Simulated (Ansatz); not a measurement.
**B: Coordination and B-11 quadrupole coupling**

Cell: a structure deposited in the COD, ions relaxed with PBE at fixed cell.

```cif
data_B
_symmetry_space_group_name_H-M 'R-3m:H'
_symmetry_Int_Tables_number 166
_cell_length_a 4.9179
_cell_length_b 4.9179
_cell_length_c 12.5805
_cell_angle_alpha 90.000
_cell_angle_beta 90.000
_cell_angle_gamma 120.000
loop_
_atom_site_label
_atom_site_type_symbol
_atom_site_symmetry_multiplicity
_atom_site_Wyckoff_symbol
_atom_site_fract_x
_atom_site_fract_y
_atom_site_fract_z
B1 B 18 h 0.7852 0.2148 0.2248
B7 B 18 h 0.8631 0.1369 0.3575
```

One atom of each set is listed; the run and its k-mesh use a cell of 12 atoms with edges of 5.06, 5.06, 5.06 Å.

The numbers come from a DFT calculation in Ansatz (PBE, plane waves and PAW, scalar-relativistic, 420 eV cutoff, Γ-centred 7×7×7 k-points, Fermi–Dirac smearing 0.05 eV).

Q(B-11) = 40.59 mb.

**Question.** Rank these B sites by |C_Q|, smallest first.
A. B1: 6 B at 1.68–1.80 Å
B. B7: 7 B at 1.78–2.02 Å

**Answer.** B (0.823 MHz, η = 0.43), A (1.42 MHz, η = 0.21).

Like point charges on the first shell alone (each adding as 1/d³) would give the same order.
